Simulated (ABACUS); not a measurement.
# Ge (Fd-3m) in ABACUS: further runs

Aim: see how the results for Ge move with the level of theory and the settings. Levels: RPBE, PBEsol. Tasks: band structure, equation of state.

All numbers are computed with ABACUS 3.10.1; they aren't measurements. Logs are shortened: lines on timing, memory, paths and dates and some standing lists are left out, and cuts for length are marked.

**What was measured.**

“Temperature-dependent photoluminescence in Ge: experiment and theory”, 2020, arxiv:2003.00143 reports, for a bulk crystal of Ge at 0 K: band gap 0.744 eV (indirect).

From “Sub-monolayer structures of Ag overlayers on Ge(111): experimental observations and first-principles study”, 2019, arxiv:1908.00180, for a bulk crystal of Ge: bulk modulus 75.8 GPa.

The runs below are set against these values where they give the same quantity.

**1. The structure**

The structure is cubic, space group Fd-3m (No. 227). Conventional cell: a = 5.658 Å, b = 5.658 Å, c = 5.658 Å, α = 90.00°, β = 90.00°, γ = 90.00°. Around Ge (site symmetry -43m) lie 4 Ge at 2.45 Å.

**2. Band structure, RPBE**

File INPUT:

```
INPUT_PARAMETERS
suffix              Ge
calculation         nscf
basis_type          pw
pseudo_dir          ./
symmetry            -1
dft_functional      GGA_X_RPBE+GGA_C_PBE
ecutwfc             79.0
pseudo_rcut         10
nspin               1
nbands              24
ks_solver           dav
smearing_method     fd
smearing_sigma      0.00367493
scf_thr             1e-08
scf_nmax            100
mixing_type         broyden
mixing_beta         0.7
init_chg            file
pw_diag_thr         1e-07
out_band            1
kpar                4
```

File STRU:

```
ATOMIC_SPECIES
Ge 72.6300 Ge.upf

LATTICE_CONSTANT
1.8897261246

LATTICE_VECTORS
0.0000000000 2.8289100000 2.8289100000
2.8289100000 0.0000000000 2.8289100000
2.8289100000 2.8289100000 0.0000000000

ATOMIC_POSITIONS
Direct

Ge
0.0
2
0.7500000000 0.7500000000 0.7500000000 1 1 1
0.5000000000 0.5000000000 0.5000000000 1 1 1
```

File KPT:

```
K_POINTS
12
Line
0.00000000 0.00000000 0.00000000 10 // G
0.50000000 0.00000000 0.50000000 10 // X
0.50000000 0.25000000 0.75000000 10 // W
0.37500000 0.37500000 0.75000000 10 // K
0.00000000 0.00000000 0.00000000 10 // G
0.50000000 0.50000000 0.50000000 10 // L
0.62500000 0.25000000 0.62500000 10 // U
0.50000000 0.25000000 0.75000000 10 // W
0.50000000 0.50000000 0.50000000 10 // L
0.37500000 0.37500000 0.75000000 1 // K
0.62500000 0.25000000 0.62500000 10 // U
0.50000000 0.00000000 0.50000000 1 // X
```

Potentials or basis: PseudoDojo NC SR 0.4.1 PBE standard, plane waves.

The run is started by

```sh
OMP_NUM_THREADS=1 mpirun -np 4 abacus > log
```

running log:

```text
ABACUS v3.10.1

               Atomic-orbital Based Ab-initio Computation at UStc

 ------------------------------------------------------------------------------------

 READING GENERAL INFORMATION
                           global_out_dir = OUT.Ge/
                           global_in_card = INPUT
                               pseudo_dir = ./
                              orbital_dir =
                                    DSIZE = 4
                                    GSIZE = 1

 READING UNITCELL INFORMATION
                                    ntype = 1
                  lattice constant (Bohr) = 1.88973
              lattice constant (Angstrom) = 1

 READING ATOM TYPE 1
                               atom label = Ge
                      L=0, number of zeta = 1
                      L=1, number of zeta = 1
                      L=2, number of zeta = 1
             number of atom for this type = 2

                        TOTAL ATOM NUMBER = 2
DIRECT COORDINATES
    atom                   x                   y                   z     mag                  vx                  vy                  vz
taud_Ge1            0.7500000000        0.7500000000        0.7500000000  0.0000        0.0000000000        0.0000000000        0.0000000000
taud_Ge2            0.5000000000        0.5000000000        0.5000000000  0.0000        0.0000000000        0.0000000000        0.0000000000

                          Volume (Bohr^3) = 305.551
                             Volume (A^3) = 45.278

 Lattice vectors: (Cartesian coordinate: in unit of a_0)
                   +0            +2.82891            +2.82891
             +2.82891                  +0            +2.82891
             +2.82891            +2.82891                  +0
 Reciprocal vectors: (Cartesian coordinate: in unit of 2 pi/a_0)
            -0.176747           +0.176747           +0.176747
            +0.176747           -0.176747           +0.176747
            +0.176747           +0.176747           -0.176747
 The esolver type has been set to : ksdft_pw

                PAO radial cut off (Bohr) = 10

 Read in pseudopotential file is Ge.upf
                     pseudopotential type = NC
          exchange-correlation functional = PBE
                 nonlocal core correction = 1
                        valence electrons = 14
                                     lmax = 2
                           number of zeta = 3
                     number of projectors = 6
                           L of projector = 0
                           L of projector = 0
                           L of projector = 1
                           L of projector = 1
                           L of projector = 2
                           L of projector = 2
 XC functional updated to : GGA_X_RPBE+GGA_C_PBE
          exchange-correlation functional = GGA_X_RPBE+GGA_C_PBE
     initial pseudo atomic orbital number = 18

 SETUP THE ELECTRONS NUMBER
            electron number of element Ge = 14
      total electron number of element Ge = 28
            AUTOSET number of electrons:  = 28
                           occupied bands = 14
                                   NBANDS = 24
                                   NLOCAL = 18

%%%%%%%%%%%%%%%%%%%%%%%%%%%%%%%%%%%%%%%%%%%%%%%%%%%%%%%%%%%%%%%%%%%%%%%%%%%%%%%%%%%%%%%%%%%%%%%%%%%%%%%%%%
 Warning: the number of valence electrons in pseudopotential > 4 for Ge: [Ar] 3d10 4s2 4p2
 Pseudopotentials with additional electrons can yield (more) accurate outcomes, but may be less efficient.
 If you're confident that your chosen pseudopotential is appropriate, you can safely ignore this warning.
%%%%%%%%%%%%%%%%%%%%%%%%%%%%%%%%%%%%%%%%%%%%%%%%%%%%%%%%%%%%%%%%%%%%%%%%%%%%%%%%%%%%%%%%%%%%%%%%%%%%%%%%%%

 SETUP THE PLANE WAVE BASIS
 energy cutoff for charge/potential (unit:Ry) = 316
            fft grid for charge/potential = [ 45, 45, 45 ]
                        fft grid division = [ 1, 1, 1 ]
        big fft grid for charge/potential = [ 45, 45, 45 ]
                                     nbxx = 91125
                                     nrxx = 91125

 SETUP PLANE WAVES FOR CHARGE/POTENTIAL
                    number of plane waves = 29003
                         number of sticks = 1261

 PARALLEL PW FOR CHARGE/POTENTIAL
     PROC   COLUMNS(POT)             PW
        1           1261          29003
 --------------- sum -------------------
        1           1261          29003
                            number of |g| = 308
                                  max |g| = 28.584
                                  min |g| = 0

----------- Double Check Mixing Parameters Begin ------------
mixing_type: broyden
mixing_beta: 0.7
mixing_gg0: 1
mixing_gg0_min: 0.1
mixing_ndim: 8
----------- Double Check Mixing Parameters End ------------

 SETUP K-POINTS
                                    nspin = 1
                                   nkstot = 102
K-POINTS DIRECT COORDINATES
 KPOINTS    DIRECT_X    DIRECT_Y    DIRECT_Z  WEIGHT
       1  0.00000000  0.00000000  0.00000000  1.0000
       2  0.05000000  0.00000000  0.05000000  1.0000
       3  0.10000000  0.00000000  0.10000000  1.0000
       4  0.15000000  0.00000000  0.15000000  1.0000
       5  0.20000000  0.00000000  0.20000000  1.0000
       6  0.25000000  0.00000000  0.25000000  1.0000
[... 22 lines left out ...]
      29  0.40000000  0.35000000  0.75000000  1.0000
      30  0.38750000  0.36250000  0.75000000  1.0000
[... 72 further k points ...]

           k-point number in this process = 26
       minimum distributed K point number = 25

[... K-POINTS CARTESIAN COORDINATES: 26 rows ...]

[... K-POINTS DIRECT COORDINATES: 26 rows ...]

 SETUP PLANE WAVES FOR WAVE FUNCTIONS
     energy cutoff for wavefunc (unit:Ry) = 79
              fft grid for wave functions = [ 45, 45, 45 ]
                    number of plane waves = 4477
                         number of sticks = 361

 PARALLEL PW FOR WAVE FUNCTIONS
     PROC   COLUMNS(POT)             PW
        1            361           4477
 --------------- sum -------------------
        1            361           4477

 SETUP NONLOCAL PSEUDOPOTENTIALS IN PLANE WAVE BASIS
 Ge non-local projectors:
 projector 1 L=0
 projector 2 L=0
 projector 3 L=1
 projector 4 L=1
 projector 5 L=2
 projector 6 L=2
      TOTAL NUMBER OF NONLOCAL PROJECTORS = 36

 Init Non-Local PseudoPotential table :
 Init Non-Local-Pseudopotential done.

                                     npwx = 3695

 Make real space PAO into reciprocal space.
       max mesh points in Pseudopotential = 1001
     dq(describe PAO in reciprocal space) = 0.01
                                    max q = 1071

 number of pseudo atomic orbitals for Ge is 3
WARNING: norm of atomic wavefunction # 3 of atomic type Ge is 0.999795, renormalized

 -------------------------------------------
 NONSELF-CONSISTENT
 -------------------------------------------
                                 init_chg = file
 try to read charge from file
 Read in the charge density: OUT.Ge//Ge-CHARGE-DENSITY.restart

 PW ALGORITHM --------------- ION=   1  ELEC=   1--------------------------------

 k(1/102) Iter steps (avg)=10 threshold=1e-07
 k(2/102) Iter steps (avg)=9 threshold=1e-07
 k(3/102) Iter steps (avg)=9 threshold=1e-07
 k(4/102) Iter steps (avg)=9 threshold=1e-07
 k(5/102) Iter steps (avg)=9 threshold=1e-07
 k(6/102) Iter steps (avg)=10 threshold=1e-07
 k(7/102) Iter steps (avg)=11 threshold=1e-07
 k(8/102) Iter steps (avg)=13 threshold=1e-07
 k(9/102) Iter steps (avg)=11 threshold=1e-07
 k(10/102) Iter steps (avg)=10 threshold=1e-07
[... 6 lines left out ...]
 k(17/102) Iter steps (avg)=14 threshold=1e-07
 k(18/102) Iter steps (avg)=14 threshold=1e-07
 k(19/102) Iter steps (avg)=13 threshold=1e-07
 k(20/102) Iter steps (avg)=15 threshold=1e-07
 k(21/102) Iter steps (avg)=13 threshold=1e-07
 k(22/102) Iter steps (avg)=15 threshold=1e-07
 k(23/102) Iter steps (avg)=16 threshold=1e-07
 k(24/102) Iter steps (avg)=12 threshold=1e-07
 k(25/102) Iter steps (avg)=12 threshold=1e-07
 k(26/102) Iter steps (avg)=11 threshold=1e-07
[... levels at 26 k points of this process ...]

 Density error is 0.00000000000
                          Error Threshold = 1.00000000000e-07
----------------------------------------------------------
     Energy           Rydberg                 eV
----------------------------------------------------------
 E_KohnSham     -357.5352451751      -4864.5165702078
 E_KS(sigma->0) -357.5351154202      -4864.5148048025
 E_Harris       -357.5352451751      -4864.5165702078
 E_band         -19.8634017353       -270.2554452635
 E_one_elec     -183.2683843519      -2493.4942904395
 E_Hartree      110.8591143518       1508.3156304182
 E_xc           -87.6249574622       -1192.1987084938
 E_Ewald        -197.5007582031      -2687.1356708822
 E_entropy(-TS) -0.0002595097        -0.0035308105
 E_descf        0.0000000000         0.0000000000
 E_exx          0.0000000000         0.0000000000
 E_Fermi        0.7230387522         9.8374469044
----------------------------------------------------------

 charge density convergence is achieved
 final etot is -4864.5165702 eV
 EFERMI = 9.8374469044 eV

 STATE ENERGY(eV) AND OCCUPATIONS    NSPIN == 1
 1/26 kpoint (Cartesian) = 0.0000 0.0000 0.0000 (3695 pws)
       1       -15.2754      0.0196078
       2       -15.2754      0.0196078
       3       -15.2754      0.0196078
       4       -15.2418      0.0196078
       5       -15.2418      0.0196078
       6       -15.0336      0.0196078
[... 16 lines left out ...]
      23        20.5662        0.00000
      24        20.5662        0.00000

 2/26 kpoint (Cartesian) = 0.0000 0.017675 0.0000 (3643 pws)
       1       -15.2776      0.0196078
       2       -15.2764      0.0196078
       3       -15.2764      0.0196078
       4       -15.2404      0.0196078
       5       -15.2371      0.0196078
       6       -15.0429      0.0196078
[... 16 lines left out ...]
      23        20.6498        0.00000
      24        21.0383        0.00000

 3/26 kpoint (Cartesian) = 0.0000 0.035349 0.0000 (3623 pws)
       1       -15.2815      0.0196078
       2       -15.2791      0.0196078
       3       -15.2791      0.0196078
       4       -15.2362      0.0196078
       5       -15.2255      0.0196078
       6       -15.0588      0.0196078
[... 16 lines left out ...]
      23        20.9013        0.00000
      24        21.6599        0.00000

 4/26 kpoint (Cartesian) = 0.0000 0.053024 0.0000 (3627 pws)
       1       -15.2843      0.0196078
       2       -15.2832      0.0196078
       3       -15.2832      0.0196078
       4       -15.2293      0.0196078
       5       -15.2102      0.0196078
       6       -15.0774      0.0196078
[... 16 lines left out ...]
      23        21.3226        0.00000
      24        22.2020        0.00000

 5/26 kpoint (Cartesian) = 0.0000 0.070699 0.0000 (3623 pws)
       1       -15.2881      0.0196078
       2       -15.2881      0.0196078
       3       -15.2847      0.0196078
       4       -15.2199      0.0196078
       5       -15.1925      0.0196078
       6       -15.0978      0.0196078
[... 16 lines left out ...]
      23        21.9160        0.00000
      24        22.7743        0.00000

 6/26 kpoint (Cartesian) = 0.0000 0.088373 0.0000 (3615 pws)
       1       -15.2934      0.0196078
       2       -15.2934      0.0196078
       3       -15.2822      0.0196078
       4       -15.2083      0.0196078
       5       -15.1733      0.0196078
       6       -15.1195      0.0196078
[... 16 lines left out ...]
      23        22.6821        0.00000
      24        23.4475        0.00000

[... levels at 20 further k points ...]

 --------------------------------------------
 !FINAL_ETOT_IS -4864.516570207778 eV
 --------------------------------------------

 Output bands in file: OUT.Ge/BANDS_1.dat
```

It took 9.8 s on 4 MPI ranks of Intel Xeon Platinum 8488C (Sapphire Rapids), shared host; peak memory 0.48 GiB.

What came out:

```yaml
Band_gap_along_the_path: 0.20 eV, direct
```

Levels at the corners of the path, in eV from the Fermi level:
| point | band 11 | band 12 | band 13 | band 14 | band 15 | band 16 | band 17 | band 18 |
| --- | --- | --- | --- | --- | --- | --- | --- | --- |
| Γ | -12.84 | -0.11 | -0.11 | -0.11 | 0.09 | 2.44 | 2.44 | 2.44 |
| X | -8.95 | -8.95 | -3.19 | -3.19 | 0.69 | 0.69 | 9.46 | 9.46 |
| W | -8.85 | -8.85 | -4.01 | -4.01 | 4.26 | 4.26 | 4.64 | 4.64 |
| K | -9.42 | -8.36 | -4.44 | -2.75 | 1.10 | 4.02 | 7.18 | 7.29 |
| Γ | -12.84 | -0.11 | -0.11 | -0.11 | 0.09 | 2.44 | 2.44 | 2.44 |
| L | -10.75 | -7.67 | -1.52 | -1.52 | 0.17 | 3.62 | 3.62 | 7.16 |
| U | -9.42 | -8.36 | -4.44 | -2.75 | 1.10 | 4.02 | 7.18 | 7.29 |
| W | -8.85 | -8.85 | -4.01 | -4.01 | 4.26 | 4.26 | 4.64 | 4.64 |
| L | -10.75 | -7.67 | -1.52 | -1.52 | 0.17 | 3.62 | 3.62 | 7.16 |
| K | -9.42 | -8.36 | -4.44 | -2.75 | 1.10 | 4.02 | 7.18 | 7.29 |
| U | -9.42 | -8.36 | -4.44 | -2.75 | 1.10 | 4.02 | 7.18 | 7.29 |
| X | -8.95 | -8.95 | -3.19 | -3.19 | 0.69 | 0.69 | 9.46 | 9.46 |

Caveat: the density is read from an earlier self-consistent run, whose mesh may be coarse; the potentials were made for another functional, which shifts forces and pressure.

**3. Band structure, PBEsol**

INPUT, as its differences from that of step 2:

```diff
@@ -6,4 +6,4 @@
 symmetry            -1
-dft_functional      GGA_X_RPBE+GGA_C_PBE
-ecutwfc             79.0
+dft_functional      pbesol
+ecutwfc             55.0
 pseudo_rcut         10
@@ -18,2 +18,3 @@
 mixing_beta         0.7
+ecutrho             440.0
 init_chg            file
```

STRU, as its differences from that of step 2:

```diff
@@ -1,3 +1,3 @@
 ATOMIC_SPECIES
-Ge 72.6300 Ge.upf
+Ge 72.6300 ge_pbe_v1.4.uspp.F.UPF
```

KPT is that of step 2.

Potentials or basis: SSSP 1.3 efficiency PBE, plane waves.

The run is started by

```sh
OMP_NUM_THREADS=1 mpirun -np 4 abacus > log
```

running log:

```text
ABACUS v3.10.1

               Atomic-orbital Based Ab-initio Computation at UStc

 ------------------------------------------------------------------------------------

 READING GENERAL INFORMATION
                           global_out_dir = OUT.Ge/
                           global_in_card = INPUT
                               pseudo_dir = ./
                              orbital_dir =
                                    DSIZE = 4
                                    GSIZE = 1

 READING UNITCELL INFORMATION
                                    ntype = 1
                  lattice constant (Bohr) = 1.88973
              lattice constant (Angstrom) = 1

 READING ATOM TYPE 1
                               atom label = Ge
                      L=0, number of zeta = 1
                      L=1, number of zeta = 1
                      L=2, number of zeta = 1
             number of atom for this type = 2

                        TOTAL ATOM NUMBER = 2
DIRECT COORDINATES
    atom                   x                   y                   z     mag                  vx                  vy                  vz
[... 216 lines left out ...]
 E_KohnSham     -426.1240686330      -5797.7153883512
 E_KS(sigma->0) -426.1237842918      -5797.7115196910
 E_Harris       -426.1240686330      -5797.7153883512
 E_band         -22.2154753882       -302.2570490584
 E_one_elec     -278.0592469365      -3783.1901399252
 E_Hartree      164.8201174649       2242.4927425516
 E_xc           -115.3836122759      -1569.8745827756
 E_Ewald        -197.5007582030      -2687.1356708817
 E_entropy(-TS) -0.0005686824        -0.0077373204
 E_descf        0.0000000000         0.0000000000
 E_exx          0.0000000000         0.0000000000
 E_Fermi        0.6162385462         8.3843555554
----------------------------------------------------------

 charge density convergence is achieved
 final etot is -5797.7153884 eV
 EFERMI = 8.3843555554 eV

 STATE ENERGY(eV) AND OCCUPATIONS    NSPIN == 1
 1/26 kpoint (Cartesian) = 0.0000 0.0000 0.0000 (2085 pws)
       1       -16.3157      0.0196078
       2       -16.3157      0.0196078
       3       -16.3157      0.0196078
       4       -16.2792      0.0196078
       5       -16.2792      0.0196078
       6       -16.0652      0.0196078
[... 146 lines left out ...]
      23        21.1615        0.00000
      24        21.8663        0.00000

[... levels at 20 further k points ...]

 --------------------------------------------
 !FINAL_ETOT_IS -5797.715388351242 eV
 --------------------------------------------

 Output bands in file: OUT.Ge/BANDS_1.dat
```

stdout:

```text
ABACUS v3.10.1

               Atomic-orbital Based Ab-initio Computation at UStc

 dft_functional readin is: pbesol
 dft_functional in pseudopot file is: PBE
 Please make sure this is what you need

[... 18 lines left out ...]
 ---------------------------------------------------------
 Initial plane wave basis and FFT box
 ---------------------------------------------------------
 -------------------------------------------
 NONSELF-CONSISTENT :
 -------------------------------------------
 START CHARGE      : file
 ITER       ETOT/eV          EDIFF/eV         DRHO     TIME/s
 DA1     -5.79771539e+03   0.00000000e+00   0.0000e+00   4.21
```

Wall time 5.7 s (4 MPI ranks of Intel Xeon 6975P-C (Granite Rapids), shared host); peak memory 0.96 GiB.

Levels at the corners of the path, in eV from the Fermi level:
```
point  band 10  band 11  band 12  band 13  band 14  band 15  band 16  band 17  band 18  band 19
    Γ   -24.41   -12.82    -0.06    -0.01    -0.01    -0.01     2.52     2.52     2.52     6.21
    X   -24.37    -8.93    -8.93    -3.10    -3.10     0.65     0.65     9.47     9.47    11.49
    W   -24.35    -8.83    -8.83    -3.95    -3.95     4.26     4.26     4.63     4.63    10.96
    K   -24.35    -9.40    -8.34    -4.38    -2.66     1.06     4.01     7.14     7.34     8.09
    Γ   -24.41   -12.82    -0.06    -0.01    -0.01    -0.01     2.52     2.52     2.52     6.21
    L   -24.38   -10.72    -7.65    -1.42    -1.42     0.09     3.69     3.69     6.95    10.41
    U   -24.35    -9.40    -8.34    -4.38    -2.66     1.06     4.01     7.14     7.34     8.09
    W   -24.35    -8.83    -8.83    -3.95    -3.95     4.26     4.26     4.63     4.63    10.96
    L   -24.38   -10.72    -7.65    -1.42    -1.42     0.09     3.69     3.69     6.95    10.41
    K   -24.35    -9.40    -8.34    -4.38    -2.66     1.06     4.01     7.14     7.34     8.09
    U   -24.35    -9.40    -8.34    -4.38    -2.66     1.06     4.01     7.14     7.34     8.09
    X   -24.37    -8.93    -8.93    -3.10    -3.10     0.65     0.65     9.47     9.47    11.49
```

Caveat: the density is read from an earlier self-consistent run, whose mesh may be coarse; the potentials were made for another functional, which shifts forces and pressure.

(Continued in part 2 of 2.)
